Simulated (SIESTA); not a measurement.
Runs of SIESTA 5.4.2 on MgSi. It takes space group P4/mmm (No. 123, tetragonal). Conventional cell: a = 2.908 Å, b = 2.908 Å, c = 4.103 Å, α = 90.00°, β = 90.00°, γ = 90.00°. Si (site symmetry 4/mmm) has 8 Mg at 2.90 Å and 4 Si at 2.91 Å as nearest neighbours. Mg (site symmetry 4/mmm) has 8 Si at 2.90 Å and 4 Mg at 2.91 Å as nearest neighbours. The cell comes from a database or a generator and needn't be the stable form of this composition.

| task | level | potentials or basis | cell | k mesh | optimiser | force tolerance | stress tolerance (GPa) | broadening (eV) | window to (eV) | grid cutoff | gap on the mesh (eV) | pressure (GPa) | V0 of scaled cells (Å³/atom) | relaxed volume (Å³/atom) | B0 (GPa) |
| --- | --- | --- | --- | --- | --- | --- | --- | --- | --- | --- | --- | --- | --- | --- | --- |
| equation of state | PBEsol | PseudoDojo 0.4 standard (PBEsol files), DZP (energy shift 0.003 Ry; two zetas on semicore shells) | as given | 9 × 9 × 7 | - | - | - | - | - | 800 Ry | - | - | 17.59 | - | 62 |
| relaxation of cell and atoms | PBEsol | PseudoDojo 0.4 standard (PBEsol files), DZP (energy shift 0.003 Ry; two zetas on semicore shells) | relaxed | 7 × 7 × 5 | Broyden | 0.01 eV/Å | 0.05 | - | - | 1200 Ry | none | 0.0 | - | 17.39 | - |
| optical spectrum | PBEsol | PseudoDojo 0.4 standard (PBEsol files), DZP (energy shift 0.003 Ry; two zetas on semicore shells) | as given | 9 × 9 × 7 | - | - | - | 0.1 eV | 40 eV | 800 Ry | none | 0.9 | - | - | - |
| equation of state | LDA | PseudoDojo 0.4 standard (LDA files), DZP (energy shift 0.003 Ry; two zetas on semicore shells) | as given | 9 × 9 × 7 | - | - | - | - | - | 800 Ry | - | - | 17.12 | - | (a) |
| relaxation of cell and atoms | PBEsol | PseudoDojo 0.4 standard (PBEsol files), DZP (energy shift 0.003 Ry; two zetas on semicore shells) | relaxed | 7 × 7 × 5 | - | 0.01 eV/Å | - | - | - | 800 Ry | none | 0.0 | - | (b) | - |

Alike in all rows: no spin polarisation; smearing fermi-dirac 0.05 eV; energy shift 0.003 Ry.

Problem. Fill in the values left out.

Solution. (a) 64; (b) 17.38.

Caveats: the basis of atomic orbitals isn't converged, which shifts pressures, moduli and gaps; the cell was scaled at fixed shape and fractional positions, which overstates the stiffness of a crystal with free parameters, most of all of layers and chains (some runs); the basis holds too few empty states to meet the f-sum rule, so the spectrum is short of weight at high energy (some runs).

A k mesh can miss the band edges.

A gap of «none» marks a metal or a gap under the smearing width.

Not every run made on this cell is shown here.
